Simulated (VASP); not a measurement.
A run of VASP 6.6.1 is set up as follows.

The input INCAR:

```
  ALGO = Fast
  EDIFF = 1E-7
  ENCUT = 520
  GGA = PE
  ISIF = 2
  ISMEAR = 0
  LASPH = True
  LCHARG = False
  LREAL = Auto
  LWAVE = False
  NBANDS = 70
  NELM = 60
  PREC = Accurate
  SIGMA = 0.05
```

Contents of KPOINTS:

```
k-points
0
Gamma
  2 2 2
```

Contents of POSCAR:

```
Al32H
1.0
    8.1000000000      0.0000000000      0.0000000000
    0.0000000000      8.1000000000      0.0000000000
    0.0000000000      0.0000000000      8.1000000000
Al H
32 1
Direct
    0.5009306173     -0.0038558025      0.0026690123
    0.7520827160      0.2525656790      0.0009153086
    0.7521181481      0.0000492593      0.2477455556
   -0.0005202469      0.0013551852      0.0005614815
    0.2603349383      0.2431843210      0.0107687654
    0.4977332099      0.4970488889      0.0008988889
    0.7488890123      0.7534925926      0.0026690123
    0.2524359259     -0.0039771605      0.2508507407
    0.5018446914      0.2517625926      0.2517218519
    0.7479683951      0.4978391358      0.2517343210
    0.4977165432      0.0000492593      0.5022008642
    0.7479890123      0.2517639506      0.4982258025
    0.7489027160     -0.0038503704      0.7472754321
   -0.0105350617      0.5064270370      0.0107803704
    0.2503362963      0.7482607407      0.0005430864
   -0.0010166667      0.2525100000      0.2477972840
    0.2508319753      0.4971083951      0.2477920988
    0.4977144444      0.7495924691      0.2477416049
   -0.0026095062     -0.0039691358      0.4990991358
    0.2508462963      0.2525079012      0.5021396296
    0.5018582716      0.4978396296      0.4982038272
    0.7521146914      0.7495969136      0.5021977778
    0.2503522222      0.0013558025      0.7493855556
    0.4977340741      0.2525709877      0.7490318519
    0.7520824691      0.4970562963      0.7490353086
   -0.0026106173      0.7536108642      0.2508525926
   -0.0010097531      0.4971134568      0.5021397531
    0.2524340741      0.7536149383      0.4990833333
   -0.0104966667      0.2432074074      0.7391914815
    0.2603518519      0.5064325926      0.7391448148
    0.5009371605      0.7534919753      0.7472714815
   -0.0005102469      0.7482608642      0.7493930864
    0.1248992593      0.3747800000      0.8749607407
```

Potentials or basis: VASP PAW PBE potentials, release 64 (Al, H).

Run with:

```console
$ cat potpaw_PBE.64/Al/POTCAR potpaw_PBE.64/H/POTCAR > POTCAR
$ mpirun -np 1 vasp_std > vasp.out
```

Q: Estimate the band gap on the k mesh.

A: None (metal or under the smearing width).

Q: Estimate the largest force.

A: 0.015 eV/Å.

Q: Estimate the pressure.

A: 0.9 GPa.

Forces on the atoms (eV/Å):
```
Al   0.008 -0.002 -0.010
Al   0.002 -0.001 -0.006
Al  -0.005 -0.001  0.006
Al   0.001  0.007 -0.004
Al   0.002  0.001 -0.004
Al  -0.003  0.001 -0.008
Al  -0.008  0.003 -0.010
Al  -0.007 -0.001  0.012
Al   0.009 -0.001  0.013
Al  -0.008  0.002  0.010
Al   0.004  0.000 -0.006
Al  -0.009 -0.002 -0.012
Al  -0.008 -0.002  0.010
Al  -0.001 -0.001 -0.005
Al   0.000 -0.006 -0.004
Al   0.005 -0.001  0.001
Al  -0.006  0.000  0.001
Al   0.004  0.000  0.005
Al   0.008  0.000 -0.012
Al  -0.005 -0.001 -0.001
Al   0.007  0.002 -0.011
Al  -0.005  0.000 -0.006
Al  -0.001  0.006  0.004
Al  -0.003 -0.002  0.006
Al   0.004  0.001  0.007
Al   0.008  0.001  0.012
Al   0.006  0.000  0.000
Al  -0.006  0.001 -0.012
Al  -0.003  0.001  0.003
Al   0.001 -0.002  0.005
Al   0.008  0.003  0.010
Al   0.000 -0.005  0.005
H    0.000  0.000  0.000
```

Caveat: the k mesh is coarse (spacing up to 0.39 Å⁻¹), so the values aren't converged.
